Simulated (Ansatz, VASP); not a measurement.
# HfN in VASP and in Ansatz

INCAR

```
SYSTEM = HfN
PREC = Accurate
ENCUT = 600
EDIFF = 1E-6
ISMEAR = -1
SIGMA = 0.15
LREAL = .False.
LASPH = .True.
NELM = 60
ALGO = Normal
ISIF = 3
LWAVE = .False.
LCHARG = .False.
GGA = CA
IBRION = 2
NSW = 80
EDIFFG = -0.001
```

KPOINTS

```
Automatic mesh
0
Gamma
  16 16 16
  0 0 0
```

The input POSCAR:

```
HfN
1.0
    0.0000000000      2.2340514107      2.2340514107
    2.2340514107      0.0000000000      2.2340514107
    2.2340514107      2.2340514107      0.0000000000
Hf N
1 1
Direct
    0.0000000000      0.0000000000      0.0000000000
    0.5000000000      0.5000000000      0.5000000000
```

Input for Ansatz:

```yaml
crystal:
  lattice:
    - [0.0, 2.2340514114, 2.2340514114]
    - [2.2340514114, 0.0, 2.2340514114]
    - [2.2340514114, 2.2340514114, 0.0]
  atoms:
    - { symbol: Hf, position: [0.0, 0.0, 0.0] }
    - { symbol: "N", position: [0.5, 0.5, 0.5] }
basis:
  ecutwfc: 420
kpoints:
  mp_grid: { grid: [16, 16, 16] }
hamiltonian:
  xc: lda
scf:
  occupations: { method: fermi_dirac, width: 0.15 }
output:
  forces: true
  stress: true
  eigenvalues: true
relax:
  adjacent_minimum: "off"
  f_tol: 0.001
  max_steps: 60
  cell: { stress_tol: 0.01 }
```

Alike in both runs: task relaxation of cell and atoms; functional LDA; k mesh 16 × 16 × 16; occupations fermi-dirac, width 0.15 eV; no spin polarisation.

|  | VASP | Ansatz |
| --- | --- | --- |
| version | VASP 6.6.1 | Ansatz 0.2.0 |
| potentials or method | VASP PAW LDA potentials, release 64 (Hf_pv, N) | scalar-relativistic, plane waves, PAW |
| plane-wave cutoff (eV) | 600 | 420 |
| valence electrons in the cell | 15 | 31 |

VASP gave:

| Item | Value |
| --- | --- |
| gap on the k mesh at the Fermi level, each at its own relaxed structure (eV) | none |
| relaxed volume (Å³/atom) | 11.11 |
| relaxed cell length with the largest relative difference (Å) | 3.156 |

Q: Which values does Ansatz return?

A: gap on the k mesh at the Fermi level, each at its own relaxed structure (eV): none; relaxed volume (Å³/atom): 11.15; relaxed cell length with the largest relative difference (Å): 3.160.

A gap of «none» marks a metal or a gap that the smearing closes. The two sets of potentials don't hold the same shells in valence.

Spin-orbit coupling is left out, which matters for the levels of Hf. LDA usually gives volumes a few per cent too small. Zero-point motion and thermal expansion aren't in these numbers.
